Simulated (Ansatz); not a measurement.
## Elastic constants of ZrS₂ at 5 GPa (stress–strain coefficients): input and output

All numbers below come from DFT PBEsol, scalar-relativistic, plane waves, PAW (Ansatz).

Launched with:
```bash
ansatz run input.yaml --threads 1 --pin off --max-ram 3072MiB --backend cpu --events-out ev --progress --plain --runs-dir out
```

Input (bare energies are in eV):
```yaml
crystal:
  lattice:
    - [3.5466688357, 0.0, 0.0]
    - [-1.7733344179, 3.0715053105, 0.0]
    - [0.0, 0.0, 5.4396834766]
  atoms:
    - { symbol: Zr, position: [0.0, 0.0, 0.0] }
    - { symbol: S, position: [0.3333333333, 0.6666666667, 0.2708998914] }
    - { symbol: S, position: [0.6666666667, 0.3333333333, 0.7291001086] }
basis:
  ecutwfc: 420
kpoints:
  mp_grid: { grid: [12, 12, 8] }
hamiltonian:
  xc: pbesol
scf:
  occupations: { method: gaussian, width: 0.01 }
output:
  forces: true
  stress: true
  eigenvalues: true
elastic:
  mode: relaxed_ion
  stencil: two_point
```

From the output:
```
--- Elastic constants: 3 strain directions × 2 members + reference (group order 12) ---
  dense FFT box of the reference and of every strained cell: 24×24×40
  strains applied: 11, 33, 23; error gains: componentwise 1.00 (the most a stress slope's error grows in a printed constant), spectral 1.41 (1 for all six strains in a standard setting)
  reference relaxed by the batch: 3 steps; max|allowed force component| 5.46e-4 eV/Å at the deck's positions, 3.79e-8 at the last accepted step, 3.82e-8 by the solve of record
  largest displacement 4.0e-5 Å; the constants are those of the deck's cell at these positions:
  atoms:
    - { symbol: Zr, position: [9.523681525786424e-36, 2.0411174873136933e-37, 0.0] }
    - { symbol: S, position: [0.3333333333333333, 0.6666666666666666, 0.27090723026823865] }
    - { symbol: S, position: [0.6666666666666666, 0.3333333333333333, 0.7290927697317612] }
  C = ∂σ_k/∂η_j (tension-positive GPa; Voigt order 11 22 33 23 13 12):
       161.586     39.034     27.830     -7.437      0.000      0.000
        39.034    161.586     27.830      7.437     -0.000     -0.000
        27.827     27.827    104.630     -0.000      0.000     -0.000
        -7.441      7.441     -0.000     25.936      0.000     -0.000
         0.000     -0.000      0.000     -0.000     25.936     -7.441
         0.000     -0.000     -0.000     -0.000     -7.437     61.276
  reference stress σ⁰ (GPa):     -4.992     -4.992     -4.992      0.000     -0.000     -0.000
  C* (energy form; C + prestress term) asymmetry max|C*_kj − C*_jk| = 4.242e-3 GPa — a small one proves nothing (zero by symmetry where the batch's group is 432, −43m or m−3m); a large one is finite-difference/SCF noise where every solve ...
  moduli (Voigt/Reuss/Hill, GPa): K = 68.58/65.12/66.85   G = 44.84/37.07/40.95   E = 102.03   ν = 0.246
  mechanically stable: yes (min eigenvalue of sym C = 24.43 GPa)
  strain η (Voigt 11):  stress-route row diagonal C_11 = 161.59 GPa, energy-path curvature d²(F+E_count+ΔE)/dδ²/Ω₀ = 161.58 GPa
         δ    σ_11 (GPa) F (eV) n_scf n_hpsi n_pw
    -2.000e-3      -5.3173       -5903.0569031      13  116003   1169   relax 4 steps, max|allowed force component| 2.68e-5 eV/Å
     2.000e-3      -4.6709       -5903.0642887      13  115620   1180   relax 3 steps, max|allowed force component| 1.11e-6 eV/Å
  strain η (Voigt 33):  stress-route row diagonal C_33 = 104.63 GPa, energy-path curvature d²(F+E_count+ΔE)/dδ²/Ω₀ = 104.63 GPa
         δ    σ_33 (GPa) F (eV) n_scf n_hpsi n_pw
    -2.000e-3      -5.2039       -5903.0569457      13   47254   1176   relax 3 steps, max|allowed force component| 8.99e-8 eV/Å
     2.000e-3      -4.7854       -5903.0643292      13   46687   1176   relax 3 steps, max|allowed force component| 1.63e-7 eV/Å
  strain η (Voigt 23):  stress-route row diagonal C_44 = 25.94 GPa, energy-path curvature d²(F+E_count+ΔE)/dδ²/Ω₀ = 28.43 GPa
         δ    σ_23 (GPa) F (eV) n_scf n_hpsi n_pw
    -2.000e-3      -0.0521       -5903.0606945      12  113704   1172   relax 3 steps, max|allowed force component| 3.40e-5 eV/Å
     2.000e-3       0.0516       -5903.0606943      13  116172   1172   relax 3 steps, max|allowed force component| 8.13e-7 eV/Å
```

It took 2.1 min on 1 thread of AMD EPYC 9R45 96-Core Processor (Zen 5), with other jobs on the host, peak memory 0.64 GiB.

The crystal is built of layers and no dispersion correction was added, so the binding between them is poorly described, and with it their spacing and whatever depends on it. The bands were filled as in an insulator; under compression the gap may have closed between mesh points.